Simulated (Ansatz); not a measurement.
The system is RuS2 (Laurite).

```
Ru S
1.0
     5.61060    0.00000    0.00000
     0.00000    5.61060    0.00000
     0.00000    0.00000    5.61060
Ru S
4 8
Direct
  0.00000 0.50000 0.50000
  0.50000 0.50000 0.00000
  0.50000 0.00000 0.50000
  0.00000 0.00000 0.00000
  0.38831 0.11169 0.88831
  0.11169 0.88831 0.38831
  0.88831 0.38831 0.11169
  0.61169 0.61169 0.61169
  0.61169 0.88831 0.11169
  0.88831 0.11169 0.61169
  0.11169 0.61169 0.88831
  0.38831 0.38831 0.38831
```

Base run:

| Item | Value |
| --- | --- |
| Program | Ansatz 0.2.0 |
| Functional | PBE0 |
| Potentials or basis | Ansatz PAW |
| Cutoff | 420 eV |
| Density cutoff | 1680 eV |
| k mesh | 4 × 4 × 4 |
| Occupations | fixed |
| Spin | no spin polarisation |

Its results: band gap on the k mesh 2.51 eV, indirect (least direct gap 2.90 eV); largest force 0.367 eV/Å.

After a change of settings the same cell gave: band gap on the k mesh 0.72 eV, indirect (least direct gap 0.93 eV); largest force 0.330 eV/Å. Which change was it?
A. functional from PBE0 to PBEsol; level from pbe0 to pbesol
B. functional from PBE0 to HSE06; level from pbe0 to hse06
C. functional from PBE0 to r2SCAN; cutoff from 420 eV to 500 eV; density cutoff from 1680 eV to 2000 eV; level from pbe0 to r2scan

A.

Caveats: the PAW data sets come from PBE, with cores solved anew for the run's functional, which leaves a small shift of forces and pressure.

Not every run made on this cell is shown here.
